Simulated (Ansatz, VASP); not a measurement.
**MgI2: VASP beside Ansatz**

INCAR

```
PREC = Accurate ; ENCUT = 520
EDIFF = 1E-6 ; ISMEAR = 0
SIGMA = 0.05 ; LREAL = F
LASPH = T ; NELM = 100
ALGO = Normal ; ISIF = 2
LWAVE = F ; LCHARG = T
GGA = PE ; LELF = T
LVHAR = T ; NBANDS = 15
```

KPOINTS

```
regular mesh
0
Gamma
  6 6 4
```

File POSCAR:

```
MgI2
1.0
    4.1387920735      0.0000000000      0.0000000000
   -2.0693960368      3.5842990767      0.0000000000
    0.0000000000      0.0000000000      7.6847014931
Mg I
1 2
Direct
    0.0000000000      0.0000000000      0.0000000000
    0.3333333333      0.6666666667      0.7743456377
    0.6666666667      0.3333333333      0.2256543623
```

Input for Ansatz:

```yaml
crystal:
  lattice:
    - [4.1387920735, 0.0, 0.0]
    - [-2.0693960368, 3.5842990767, 0.0]
    - [0.0, 0.0, 7.6847014931]
  atoms:
    - { symbol: Mg, position: [0.0, 0.0, 0.0] }
    - { symbol: I, position: [0.3333333333, 0.6666666667, 0.7743456377] }
    - { symbol: I, position: [0.6666666667, 0.3333333333, 0.2256543623] }
basis:
  ecutwfc: 520.0
kpoints:
  mp_grid: { grid: [6, 6, 4] }
hamiltonian:
  xc: pbe
scf:
  occupations: { method: gaussian, width: 0.05 }
output:
  forces: true
  stress: true
  eigenvalues: true
```

Alike in both runs: task single point; functional PBE; k mesh 6 × 6 × 4; occupations gaussian, width 0.05 eV; no spin polarisation.

|  | VASP | Ansatz |
| --- | --- | --- |
| version | VASP 6.6.1 | Ansatz 0.2.0 |
| potentials or method | VASP PAW PBE potentials, release 64 (Mg, I) | scalar-relativistic, plane waves, PAW |
| plane-wave cutoff (eV) | 520 | 520 |
| valence electrons in the cell | 16 | 44 |

```csv
,VASP,Ansatz,Ansatz less VASP
gap on the k mesh at the Fermi level (eV),3.46,3.48,+0.017
least direct gap on the mesh (eV),3.61,3.62,+0.014
pressure (GPa),0.0,0.1,+0.05
largest component of the traceless stress (GPa),0.87,0.88,+0.005
rms of the force components (eV/Å),0.093,0.088,-0.0046
```

Atom by atom the forces differ by 0.005 eV/Å (rms over components). The two sets of potentials don't hold the same shells in valence.

Caveats: spin-orbit coupling is left out, which moves the levels of the heavy elements; this functional lacks dispersion, which binds the layers, so the pressure and a relaxed spacing across them are unreliable. A k mesh can miss the band edges.
